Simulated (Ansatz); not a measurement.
# Ir: how the settings move a single-point run

Aim: see which settings change the result for Ir, by how much, and at what cost.

Computed with Ansatz 0.2.0 (reference: DFT, PBE, all-electron LAPW, scalar-relativistic, unless a step's input says otherwise).

### 1 The system as given

It takes space group Fm-3m (No. 225, cubic). Conventional cell: a = 3.839 Å, b = 3.839 Å, c = 3.839 Å, α = 90.00°, β = 90.00°, γ = 90.00°. Ir (site symmetry m-3m) is surrounded by 12 Ir at 2.71 Å.

As a file:

```xyz
1
Lattice="0.0000 1.9197 1.9197 1.9197 0.0000 1.9197 1.9197 1.9197 0.0000" Properties=species:S:1:pos:R:3 pbc="T T T"
Ir    0.0000    0.0000    0.0000
```

### 2 The reference run

File input.yaml:

```yaml
crystal:
  lattice:
    - [0.0, 1.9197, 1.9197]
    - [1.9197, 0.0, 1.9197]
    - [1.9197, 1.9197, 0.0]
  atoms:
    - { symbol: Ir, position: [0.0, 0.0, 0.0] }
kpoints:
  mp_grid: { grid: [15, 15, 15] }
scf:
  occupations: { method: fermi_dirac, width: 0.05 }
hamiltonian:
  xc: pbe
  pseudopotentials: { kind: all_electron, lapw: { basis_error: 0.0005 } }
output:
  forces: true
  stress: true
  eigenvalues: true
basis:
  ecutwfc: 400
```

Run with:

```bash
$ ansatz run input.yaml --threads 1 --pin off --max-ram 2048MiB --backend cpu --events-out ev --progress --plain --runs-dir out
```

### 3 Variant: occupations.method cold, occupations.width 0.025, dr2_threshold 1.0e-09, mixing.algorithm msr1, mixing.beta 0.2

Changes to input.yaml since step 2:

```diff
@@ -10,3 +10,5 @@
 scf:
-  occupations: { method: fermi_dirac, width: 0.05 }
+  occupations: { method: cold, width: 0.025 }
+  convergence: { dr2_threshold: 1.0e-09 }
+  mixing: { algorithm: msr1, beta: 0.2 }
 hamiltonian:
```

**Question.** What will these runs give? Wanted: for each run, ending; energy change; pressure; gap; force.

**Answer**, as computed:

| run | ending | energy change | pressure (GPa) | gap (eV) | force (eV/Å) | cycles | time |
| --- | --- | --- | --- | --- | --- | --- | --- |
| reference | converged | 0 | 8.8 | 0.00 | 0.00 | 6 | 9.4 s |
| 1: occupations.method cold, occupations.width 0.025, dr2_threshold 1.0e-09, mixing.algorithm msr1, mixing.beta 0.2 | converged | +0.6 meV/atom (σ→0) | 8.8 | 0.00 | 0.00 | 7 | 10 s |

Residual by cycle in the longest SCF loop of each run; runs are numbered as in the table. The quantity is the density residual dr2, in eV.

| cycle | reference | run 1 |
| --- | --- | --- |
| 1 | 0.0164 | 0.0166 |
| 2 | 0.00265 | 0.00909 |
| 3 | 8.3e-4 | 0.00138 |
| 4 | 7.1e-5 | 7.8e-5 |
| 5 | 4.1e-7 | 7.7e-7 |
| 6 | 3.3e-10 | 6.1e-9 |
| 7 | - | 4.9e-11 |

**Reading.** Changing the smearing, convergence setting and mixing moves the energy by +0.6 meV/atom (σ→0 values). Mixing only sets the path, so the shift comes from the other change. Cost: 7 SCF cycles against 6.
